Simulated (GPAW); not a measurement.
Runs of GPAW 26.7.0 on Mo. The structure is cubic, space group Im-3m (No. 229). The conventional cell has a = 3.168 Å, b = 3.168 Å, c = 3.168 Å, α = 90.00°, β = 90.00°, γ = 90.00°. Mo (site symmetry m-3m) has 8 Mo at 2.74 Å as nearest neighbours. 

```csv
task,level,potentials or basis,spin,k mesh,cutoff (eV),band path,band points,spin axis theta (degrees),spin axis phi (degrees),data set,mesh quality,pressure (GPa),V0 of scaled cells (Å³/atom),B0 (GPa)
band structure,M06-L,"GPAW PAW data sets (gpaw-data 1.2.1), pw","SOC, no magnetisation",9 × 9 × 9,600,"GHNGPH,PN",100,0,0,-,not flagged,-6.1,-,-
equation of state,optPBE-vdW,"GPAW PAW data sets (gpaw-data 1.2.1), pw",off,9 × 9 × 9,600,-,-,-,-,-,not flagged,-,16.06,249
equation of state,LDA,"JTH PAW 2.0, LDA, pw",off,9 × 9 × 9,600,-,-,-,-,Mo jth,not flagged,-,15.07,(a)
band structure,WC,"PAW data sets generated in the run's folder for this functional, pw","SOC, no magnetisation",9 × 9 × 9,600,"GHNGPH,PN",100,90,0,-,not flagged,-8.8,-,-
one-shot levels on a semilocal density,LDA,"the program's PAW data sets (release 1.2.1) made for this functional, pw",off,7 × 7 × 7,500,-,-,-,-,-,coarse,-14.3,-,-
equation of state,BLYP+D4,"PAW data sets generated in the run's folder for this functional, pw",off,9 × 9 × 9,600,-,-,-,-,-,not flagged,-,(c),(b)
```

Alike in all rows: cell as given; smearing fermi-dirac 0.05 eV.

Problem. Estimate the missing entries.

Solution. (a) 297; (b) 261; (c) 15.60.

Caveats: some runs use coarse meshes; spin-orbit coupling was added after a scalar SCF, so levels and gaps hold it while energy, forces, pressure and moments don't (some runs); this program's spin-orbit splittings come out too wide for heavy elements (some runs); the PAW data sets were made with another functional, which shifts forces and pressure a little (some runs); the program truncates these outside data sets (some runs); the cutoff is short for stress and forces, so pressures can be off by a GPa or more (some runs); one-shot exact exchange on a metal's smeared states is rough (some runs).

Runs at the PBE level aren't shown here.
